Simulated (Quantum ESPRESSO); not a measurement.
# Ionisation energy and electron affinity at InP(110), part 2 of 6

Aim: the bulk band edges under the vacuum level at InP(110), before and after the surface relaxes.

Quantum ESPRESSO 7.5; plane-wave DFT, PBE, GBRV ultrasoft pseudopotentials.

So far: Set-up; SCF with pw.x of the ideal slab; Potential by pp.x of the ideal slab; Macroscopic average.

**5. Relaxation with pw.x**

Both faces relax; the three middle layers are held, so that the slab's middle stays bulk-like.

The input, relax.in:

```
&control
  prefix = 'relax'
  outdir = './out'
  pseudo_dir = './pseudo'
  nstep = 60
  forc_conv_thr = 0.001
  calculation = 'relax'
/
&system
  ibrav = 0
  nat = 18
  ntyp = 2
  ecutwfc = 40
  ecutrho = 200
  occupations = 'smearing'
  smearing = 'fd'
  degauss = 0.002
/
&electrons
  conv_thr = 1e-07
  mixing_beta = 0.4
  electron_maxstep = 120
  mixing_mode = 'plain'
/
&ions
/
ATOMIC_SPECIES
  In  114.8180  in_pbe_v1.4.uspp.F.UPF
  P   30.9738  p_pbe_v1.5.uspp.F.UPF
CELL_PARAMETERS angstrom
  5.96000000000000 0.00000000000000 0.00000000000000
  0.00000000000000 4.21435641587182 0.00000000000000
  0.00000000000000 0.00000000000000 32.85742566348729
ATOMIC_POSITIONS crystal
  In  0.000000000000 0.000000000000 0.243476165234
  P   0.250000000000 0.500000000000 0.243476165234
  In  0.500000000000 0.500000000000 0.307607123925
  P   0.750000000000 0.000000000000 0.307607123925
  In  0.000000000000 0.000000000000 0.371738082617
  P   0.250000000000 0.500000000000 0.371738082617
  In  0.500000000000 0.500000000000 0.435869041308 0 0 0
  P   0.750000000000 0.000000000000 0.435869041308 0 0 0
  In  0.000000000000 0.000000000000 0.500000000000 0 0 0
  P   0.250000000000 0.500000000000 0.500000000000 0 0 0
  In  0.500000000000 0.500000000000 0.564130958692 0 0 0
  P   0.750000000000 0.000000000000 0.564130958692 0 0 0
  In  0.000000000000 0.000000000000 0.628261917383
  P   0.250000000000 0.500000000000 0.628261917383
  In  0.500000000000 0.500000000000 0.692392876075
  P   0.750000000000 0.000000000000 0.692392876075
  In  0.000000000000 0.000000000000 0.756523834766
  P   0.250000000000 0.500000000000 0.756523834766
K_POINTS automatic
  4 6 1 0 0 0
```

Run with:

```sh
$ OMP_NUM_THREADS=1 mpirun -n 4 pw.x -nk 2 -in relax.in > relax.out
```

The log of the run:

```text
[banner, memory and clock lines left out]
Program PWSCF v.7.5 starts
[citation notice left out]

[...]
Message from routine setup:
[...]
bravais-lattice index     =            0
     lattice parameter (alat)  =      11.2628  a.u.
     unit-cell volume          =    5569.3903 (a.u.)^3
     number of atoms/cell      =           18
     number of atomic types    =            2
     number of electrons       =       162.00
     number of Kohn-Sham states=           97
     kinetic-energy cutoff     =      40.0000  Ry
     charge density cutoff     =     200.0000  Ry
     scf convergence threshold =      1.0E-07
     mixing beta               =       0.4000
     number of iterations used =            8  plain     mixing
     energy convergence thresh.=      1.0E-04
     force convergence thresh. =      1.0E-03
     Exchange-correlation=  SLA  PW   PBX  PBC
                           (   1   4   3   4   0   0   0)
     nstep                     =           60

[...]
PseudoPot. # 1 for In read from file:
     ./pseudo/in_pbe_v1.4.uspp.F.UPF
     Pseudo is Ultrasoft + core correction, Zval = 13.0
     Generated by new atomic code, or converted to UPF format
     Using radial grid of  889 points,  6 beta functions with:
                l(1) =   0
                l(2) =   0
                l(3) =   1
                l(4) =   1
                l(5) =   2
                l(6) =   2
     Q(r) pseudized with  6 coefficients,  rinner =    1.400   1.400   1.400
                                                       1.400   1.400

     PseudoPot. # 2 for P  read from file:
     ./pseudo/p_pbe_v1.5.uspp.F.UPF
     Pseudo is Ultrasoft + core correction, Zval =  5.0
     Generated by new atomic code, or converted to UPF format
     Using radial grid of  903 points,  6 beta functions with:
                l(1) =   0
                l(2) =   0
                l(3) =   1
                l(4) =   1
                l(5) =   2
                l(6) =   2
     Q(r) pseudized with  8 coefficients,  rinner =    1.300   1.300   1.300
                                                       1.300   1.300

     atomic species   valence    mass     pseudopotential
     In               13.00   114.81800     In( 1.00)
     P                 5.00    30.97380     P ( 1.00)

      4 Sym. Ops. (no inversion) found

[...]
number of k points=    12  Fermi-Dirac smearing, width (Ry)=  0.0020
[...]
Dense  grid:   265731 G-vectors     FFT dimensions: (  54,  36, 288)

     Smooth grid:   190171 G-vectors     FFT dimensions: (  45,  36, 256)

     Initial potential from superposition of free atoms

     starting charge     148.4986, renormalised to     162.0000

     negative rho (up, down):  8.428E-04 0.000E+00
     Starting wfcs are  117 randomized atomic wfcs

     per-process dynamical memory:   246.3 Mb

     Self-consistent Calculation

     iteration #  1     ecut=    40.00 Ry     beta= 0.40
     Davidson diagonalization with overlap
     ethr =  1.00E-02,  avg # of iterations =  4.5

     negative rho (up, down):  4.536E-04 0.000E+00

     total energy              =   -1335.47651842 Ry
     estimated scf accuracy    <      22.47546594 Ry

     iteration #  2     ecut=    40.00 Ry     beta= 0.40
[...]
negative rho (up, down):  3.946E-04 0.000E+00

[...]
total energy              =   -1340.86561846 Ry
     estimated scf accuracy    <       0.70281809 Ry

     iteration #  3     ecut=    40.00 Ry     beta= 0.40
[...]
negative rho (up, down):  5.967E-04 0.000E+00

[...]
total energy              =   -1340.14408756 Ry
     estimated scf accuracy    <      15.82724161 Ry

     iteration #  4     ecut=    40.00 Ry     beta= 0.40
[...]
negative rho (up, down):  4.788E-04 0.000E+00

[...]
total energy              =   -1341.02560812 Ry
     estimated scf accuracy    <       0.22826966 Ry

     iteration #  5     ecut=    40.00 Ry     beta= 0.40
[...]
negative rho (up, down):  3.924E-04 0.000E+00

[...]
total energy              =   -1341.03023702 Ry
     estimated scf accuracy    <       0.12249680 Ry

     iteration #  6     ecut=    40.00 Ry     beta= 0.40
[...]
negative rho (up, down):  3.888E-04 0.000E+00

[...]
total energy              =   -1341.03388001 Ry
     estimated scf accuracy    <       0.03989526 Ry

[...]
iteration # 10     ecut=    40.00 Ry     beta= 0.40
[...]
negative rho (up, down):  4.227E-04 0.000E+00

[...]
total energy              =   -1341.03379544 Ry
     estimated scf accuracy    <       0.00002072 Ry

     iteration # 11     ecut=    40.00 Ry     beta= 0.40
[...]
negative rho (up, down):  4.236E-04 0.000E+00

[...]
total energy              =   -1341.03382443 Ry
     estimated scf accuracy    <       0.00000314 Ry

     iteration # 12     ecut=    40.00 Ry     beta= 0.40
[...]
negative rho (up, down):  4.238E-04 0.000E+00

[...]
total energy              =   -1341.03382469 Ry
     estimated scf accuracy    <       0.00000076 Ry

     iteration # 13     ecut=    40.00 Ry     beta= 0.40
[...]
negative rho (up, down):  4.241E-04 0.000E+00

[...]
End of self-consistent calculation

          k = 0.0000 0.0000 0.0000 ( 23659 PWs)   bands (ev):

   -12.6781 -12.6778 -12.6529 -12.6529 -12.6330 -12.6121 -12.5877 -12.5877
   -12.5785 -12.5682 -12.5453 -12.5155 -12.5096 -12.5037 -12.4894 -12.4852
   -12.4733 -12.4685 -12.4589 -12.4585 -12.4559 -12.4430 -12.4204 -12.4155
   -12.4127 -12.4120 -12.4119 -12.4036 -12.3992 -12.3864 -12.3854 -12.3851
   -12.3694 -12.3691 -12.3668 -12.3410 -12.3339 -12.3334 -12.3332 -12.3319
   -12.3222 -12.2673 -12.2671 -12.2627 -12.2627  -9.4956  -9.2487  -8.8845
    -8.4290  -7.9228  -7.5549  -7.4167  -7.2443  -7.2422  -3.8953  -3.7912
    -3.6058  -3.2838  -2.7762  -1.9849  -1.3561  -1.3504  -1.0106  -0.8867
    -0.8673  -0.4724  -0.4174  -0.2626   0.0162   0.0374   0.0939   0.4082
     0.6474   0.8254   1.0821   1.1699   1.4237   1.4413   1.5867   1.6291
     1.7275   2.0241   2.4865   3.3078   3.6739   3.9090   3.9286   4.1716
[...]
atom    8 type  2   force =    -0.00222785    0.00000000   -0.00119829
     atom    9 type  1   force =     0.00326592    0.00000000    0.00000000
     atom   10 type  2   force =     0.00013755    0.00000000    0.00000000
     atom   11 type  1   force =    -0.00327507    0.00000000    0.00022567
     atom   12 type  2   force =    -0.00222785    0.00000000    0.00119829
     atom   13 type  1   force =     0.00899819   -0.00000000   -0.00387789
     atom   14 type  2   force =    -0.00144143    0.00000000   -0.00442595
     atom   15 type  1   force =    -0.01198617    0.00000000   -0.00402931
     atom   16 type  2   force =    -0.02062051    0.00000000    0.01264548
     atom   17 type  1   force =     0.04193680    0.00000000   -0.04286732
     atom   18 type  2   force =    -0.01308570    0.00000000    0.04189917

     Total force =     0.113011     Total SCF correction =     0.000752

     BFGS Geometry Optimization
     Energy error            =      1.2E-02 Ry
     Gradient error          =      4.3E-02 Ry/Bohr

     number of scf cycles    =   1
     number of bfgs steps    =   0

     energy             new  =   -1341.0338248565 Ry

     new trust radius        =       0.0599691829 bohr
     new conv_thr            =       0.0000001000 Ry

ATOMIC_POSITIONS (crystal)
In               0.0037234902        0.0000000000        0.2441665544
P                0.2488381454        0.5000000000        0.2428013684
In               0.4989357704        0.5000000000        0.3076720170
P                0.7481691438       -0.0000000000        0.3074034652
In               0.0007989321        0.0000000000        0.3718005370
P                0.2498720186        0.5000000000        0.3718093637
In               0.5000000000        0.5000000000        0.4358690413    0   0   0
P                0.7500000000        0.0000000000        0.4358690413    0   0   0
In               0.0000000000        0.0000000000        0.5000000000    0   0   0
P                0.2500000000        0.5000000000        0.5000000000    0   0   0
In               0.5000000000        0.5000000000        0.5641309587    0   0   0
P                0.7500000000        0.0000000000        0.5641309587    0   0   0
In               0.0007989321       -0.0000000000        0.6281994630
P                0.2498720186        0.5000000000        0.6281906363
In               0.4989357704        0.5000000000        0.6923279830
P                0.7481691438        0.0000000000        0.6925965348
In               0.0037234902        0.0000000000        0.7558334456
P                0.2488381454        0.5000000000        0.7571986316

[...]
NEW-OLD atomic charge density approx. for the potential

     negative rho (up, down):  3.962E-04 0.000E+00

     per-process dynamical memory:   297.2 Mb

[...]
!    total energy              =   -1341.04582448 Ry
[...]
Total force =     0.099811     Total SCF correction =     0.000703
[...]
number of bfgs steps    =   1
[...]
energy             new  =   -1341.0458244794 Ry
[...]
WARNING: bfgs curvature condition failed, Theta= 0.912
     new trust radius        =       0.0659661012 bohr
[...]
!    total energy              =   -1341.05715763 Ry
[...]
Total force =     0.088210     Total SCF correction =     0.000312
[...]
number of bfgs steps    =   2
[...]
energy             new  =   -1341.0571576301 Ry
[...]
new trust radius        =       0.0989491518 bohr
[...]
!    total energy              =   -1341.07142708 Ry
[...]
Total force =     0.074420     Total SCF correction =     0.000715
[...]
number of bfgs steps    =   3
[...]
energy             new  =   -1341.0714270772 Ry
[...]
new trust radius        =       0.1484237277 bohr
[...]
!    total energy              =   -1341.08808291 Ry
[...]
!    total energy              =   -1341.12143928 Ry
[...]
Total force =     0.003031     Total SCF correction =     0.000053
[...]
number of bfgs steps    =  27
[...]
energy             new  =   -1341.1214392771 Ry
[...]
new trust radius        =       0.0101755590 bohr
[...]
Self-consistent Calculation

     iteration #  1     ecut=    40.00 Ry     beta= 0.40
     Davidson diagonalization with overlap
     ethr =  1.00E-06,  avg # of iterations =  5.0

     Threshold (ethr) on eigenvalues was too large:
     Diagonalizing with lowered threshold

     Davidson diagonalization with overlap
     ethr =  5.97E-08,  avg # of iterations =  3.9

     negative rho (up, down):  4.371E-04 0.000E+00

     total energy              =   -1341.12141575 Ry
     estimated scf accuracy    <       0.00010460 Ry

[...]
iteration #  8     ecut=    40.00 Ry     beta= 0.40
[...]
negative rho (up, down):  4.380E-04 0.000E+00

[...]
End of self-consistent calculation

          k = 0.0000 0.0000 0.0000 ( 23659 PWs)   bands (ev):

   -12.8301 -12.8301 -12.7660 -12.7595 -12.7415 -12.7194 -12.6893 -12.6840
   -12.6749 -12.6741 -12.6741 -12.6448 -12.6235 -12.6133 -12.6133 -12.6102
   -12.6011 -12.5993 -12.5863 -12.5830 -12.5681 -12.5656 -12.5617 -12.5544
   -12.5426 -12.5350 -12.5266 -12.5165 -12.5065 -12.5061 -12.5030 -12.4981
   -12.4942 -12.4864 -12.4859 -12.4841 -12.4804 -12.4760 -12.4738 -12.4697
   -12.4560 -12.4367 -12.4366 -12.4239 -12.4237  -9.6320  -9.4078  -9.0553
    -8.5912  -8.1088  -7.7609  -7.5707  -7.5105  -7.4927  -4.0289  -3.9289
    -3.7008  -3.2816  -2.7420  -2.1727  -1.7178  -1.4468  -1.2334  -1.0924
    -0.8891  -0.6432  -0.6192  -0.4496  -0.2282  -0.1795  -0.0811   0.1872
     0.5946   0.6045   0.7502   0.9684   1.2316   1.3186   1.3326   1.4022
     1.4757   2.3128   2.9332   3.3744   3.4279   3.5510   3.8392   3.8452
     3.9773   4.1844   4.2758   4.5074   5.0708   5.5326   5.5544   5.5991
     5.6378

          k = 0.0000 0.2357 0.0000 ( 23776 PWs)   bands (ev):

   -12.8275 -12.8274 -12.7574 -12.7539 -12.7390 -12.7264 -12.7024 -12.6921
   -12.6862 -12.6819 -12.6778 -12.6584 -12.6416 -12.6262 -12.6213 -12.5966
   -12.5896 -12.5872 -12.5734 -12.5710 -12.5637 -12.5543 -12.5531 -12.5457
   -12.5447 -12.5333 -12.5289 -12.5164 -12.5154 -12.5062 -12.4996 -12.4953
   -12.4940 -12.4896 -12.4876 -12.4873 -12.4842 -12.4732 -12.4665 -12.4656
   -12.4602 -12.4335 -12.4333 -12.4284 -12.4283  -9.4391  -9.2208  -8.8783
    -8.4284  -7.9635  -7.6429  -7.5147  -7.4578  -7.4422  -3.9778  -3.9110
    -3.7344  -3.3705  -2.8710  -2.3191  -1.7776  -1.3022  -1.2745  -1.2121
    -1.1485  -1.0932  -0.8205  -0.7608  -0.7116  -0.4697  -0.4088  -0.2393
    -0.1150   0.1340   0.2628   0.4346   0.5399   0.7840   0.8416   1.0610
     1.2421   3.2586   3.6245   3.6754   3.9641   4.1366   4.3608   4.3654
     4.7414   4.7505   4.7877   4.8694   4.8812   5.0124   5.0994   5.3025
     5.4973

[...]
the Fermi energy is     1.8952 ev

!    total energy              =   -1341.12146148 Ry
     estimated scf accuracy    <          3.0E-10 Ry
     smearing contrib. (-TS)   =      -0.00000000 Ry
     internal energy E=F+TS    =   -1341.12146148 Ry

     The total energy is F=E-TS. E is the sum of the following terms:
     one-electron contribution =   -7679.88677271 Ry
     hartree contribution      =    3918.12231987 Ry
     xc contribution           =    -393.09649529 Ry
     ewald contribution        =    2813.73948664 Ry

     convergence has been achieved in   8 iterations

     negative rho (up, down):  4.380E-04 0.000E+00

     Forces acting on atoms (cartesian axes, Ry/au):

     atom    1 type  1
```

The job ended after 1.8 h (4 MPI ranks of AMD EPYC 7R43, shared host; peak memory 2 GiB; 7.4 h of CPU time).

The steps of the relaxation (22 of 33):

```tsv
step	energy less that of the first step (eV)	largest force (eV/Å)
1	0.0000	1.5419
3	-0.3175	1.2697
4	-0.5116	1.0740
6	-0.9578	0.5079
7	-1.0582	0.4913
9	-1.1351	0.3108
10	-1.1635	0.1405
12	-1.1679	0.0887
13	-1.1702	0.0621
15	-1.1725	0.0900
16	-1.1735	0.0945
18	-1.1774	0.0949
19	-1.1805	0.0922
21	-1.1854	0.0861
22	-1.1865	0.0928
24	-1.1900	0.0658
25	-1.1908	0.0568
27	-1.1917	0.0381
28	-1.1921	0.0349
30	-1.1927	0.0389
31	-1.1930	0.0409
33	-1.1936	0.0273
```

The atoms that moved most (Å):

```tsv
atom	dx	dy	dz	length
In17	0.411	0.000	-0.456	0.614
In1	0.411	0.000	0.456	0.614
P2	0.168	0.000	-0.212	0.270
P18	0.168	0.000	0.212	0.270
In3	-0.012	0.000	-0.079	0.079
In15	-0.012	0.000	0.079	0.079
In13	0.014	0.000	-0.030	0.033
In5	0.014	0.000	0.030	0.033
```

The relaxation lowers the energy by 66 meV an atom. On the free atoms the largest force ends at 0.027 eV/Å.

Numbers from this step:

| Item | Value |
| --- | --- |
| free energy | -18246.8883 eV |
| Fermi energy | 1.900 eV |

The program's own clock; routines nest. Time by routine:

```tsv
routine	wall time (s)	calls
PWSCF	6600	1
electrons	6442	33
c_bands	5393	288
cegterg	4963	1728
h_psi	2945	10303
fftw	2033	1086938
vloc_psi	1885	10303
sum_band	809.5	288
calbec	794.6	12823
h_psi:calbec	530.1	10303
add_vuspsi	474.3	10303
s_psi	471.3	10303
newd	216.7	313
forces	140.1	33
```

[end of part 2 of 6]

[Logs are printed without paths, hosts, clocks, repeated set-up lines and the standing remarks that a program may print on its own settings, such as how far it seeks lower states.]

[Hosts, paths, dates, database ids (printed as entryN), source tags and the programs' standing remarks are cut or masked in the printed files.]

[Maps of the electrostatic potential energy from Ansatz leave out the sawtooth potential of an applied field or a dipole correction, so their vacuum need not be flat; planar profiles and work functions include it.]
